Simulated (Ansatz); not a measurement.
The cell is Mg2Sn built on the antifluorite prototype; cell and atoms were relaxed with r2SCAN. Sn is surrounded by 8 Mg at 2.93 Å; Mg is surrounded by 4 Sn at 2.93 Å.

Space group Fm-3m (No. 225). a = 6.760 Å, b = 6.760 Å, c = 6.760 Å, α = 90.00°, β = 90.00°, γ = 90.00°
```
atom  site  symmetry       x       y       z
  Sn    4a      m-3m  0.0000  0.0000  0.0000
  Mg    8c      -43m  0.2500  0.7500  0.7500
```

The questions ask for values computed with Ansatz 0.2.0 on this geometry. The values are computed, non-magnetic, and not measurements.

**Question.** What gap does r2SCAN give, and where are the band edges?

**Answer.** The r2SCAN gap is indirect, 0.19 eV (Γ to X), below the direct gap of 2.01 eV at L.

**Question.** Estimate the gap with PBE on 6×6×6.

**Answer.** With PBE the bands overlap by 0.15 eV (counted from 1, band 17 peaks at Γ and band 18 bottoms out at X): no gap.

**Question.** Estimate the gap with PBE+SOC on 6×6×6.

**Answer.** PBE+SOC gives no gap: the lowest nominally empty band dips 0.31 eV below the top of the last filled one (its bottom at X, the top at Γ), so the cell is a metal or semimetal at this level. Spin-orbit coupling itself accounts for -0.16 eV.

**Question.** Estimate the gap with HSE06 on 4×4×4.

**Answer.** With HSE06 the valence top lies at Γ and the conduction bottom at X, 0.20 eV higher; the smallest vertical gap, at Γ, is 2.09 eV. The gap differs by +0.01 eV from r2SCAN's.

**Question.** What do these levels agree on?

**Answer.** The levels disagree on the kind of gap: indirect with r2SCAN, HSE06; no gap with PBE, PBE+SOC.

Only the levels marked +SOC include spin-orbit coupling.

The meshes of the hybrids are coarse, so their gaps aren't converged to the digits shown.
